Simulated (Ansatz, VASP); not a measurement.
**Two plane-wave programs on BeTe**

INCAR

```
ALGO     = Normal         # electronic algorithm
EDIFF    = 1E-6           # SCF threshold, eV
ENCUT    = 520            # plane-wave cutoff, eV
GGA      = PE             # functional
GGA_COMPAT= False        
ISIF     = 2              # what is computed and relaxed
ISMEAR   = 0              # smearing method
LASPH    = True           # aspherical terms in the spheres
LCHARG   = True           # write CHGCAR
LNONCOLLINEAR= True           # non-collinear magnetism
LORBIT   = 11             # projections on sites
LORBMOM  = True         
LREAL    = False          # projectors in reciprocal space
LSORBIT  = True           # spin-orbit coupling
LVHAR    = True         
LWAVE    = False          # write WAVECAR
MAGMOM   = 0 0 0 0 0 0    # initial moments
NBANDS   = 20             # bands
NELM     = 150            # most SCF steps
PREC     = Accurate       # precision mode
SIGMA    = 0.01           # smearing width, eV
```

File KPOINTS:

```
k-points
0
Gamma
  8 8 8
```

POSCAR

```
BeTe
1.0
    0.0000000000      2.8286228811      2.8286228811
    2.8286228811      0.0000000000      2.8286228811
    2.8286228811      2.8286228811      0.0000000000
Be Te
1 1
Direct
    0.0000000000      0.0000000000      0.0000000000
    0.2500000000      0.2500000000      0.2500000000
```

Input for Ansatz:

```yaml
crystal:
  lattice:
    - [0.0, 2.8286228811, 2.8286228811]
    - [2.8286228811, 0.0, 2.8286228811]
    - [2.8286228811, 2.8286228811, 0.0]
  atoms:
    - { symbol: Be, position: [0.0, 0.0, 0.0] }
    - { symbol: Te, position: [0.25, 0.25, 0.25] }
kpoints:
  mp_grid: { grid: [8, 8, 8] }
  band_path:
    path:
      - [0.0, 0.0, 0.0]
      - [-0.5, -0.5, 0.0]
      - [-0.375, -0.375, 0.25]
      - [-0.375, 0.0, 0.375]
      - [0.0, 0.0, 0.5]
      - [-0.5, -0.25, 0.25]
      - [0.0, 0.5, 0.5]
    npoints: 1
hamiltonian:
  xc: pbe
scf:
  occupations: { method: fixed }
  n_extra_bands: 8
magnetization:
  noncollinear: true
  spin_orbit: true
output:
  forces: true
  stress: true
  eigenvalues: true
```

Alike in both runs: task single point; functional PBE; k mesh 8 × 8 × 8; non-collinear spin, spin-orbit coupling.

|  | VASP | Ansatz |
| --- | --- | --- |
| version | VASP 6.6.1 | Ansatz 0.2.0 |
| potentials or method | VASP PAW PBE potentials, release 64 (Be, Te) | plane waves, PAW |
| plane-wave cutoff (eV) | 520 | 420 |
| occupations | gaussian, width 0.01 eV | fixed |
| valence electrons in the cell | 8 | 18 |

VASP gave:

```
gap on the k mesh at the Fermi level (eV) : 1.72
pressure (GPa)                            : 0.4
net moment per atom (μB)                  : 0.00
```

**Question.** What did Ansatz give for the same quantities?

**Answer.** gap on the k mesh at the Fermi level (eV): 1.73; pressure (GPa): 0.2; net moment per atom (μB): 0.00.

The two sets of potentials don't hold the same shells in valence.
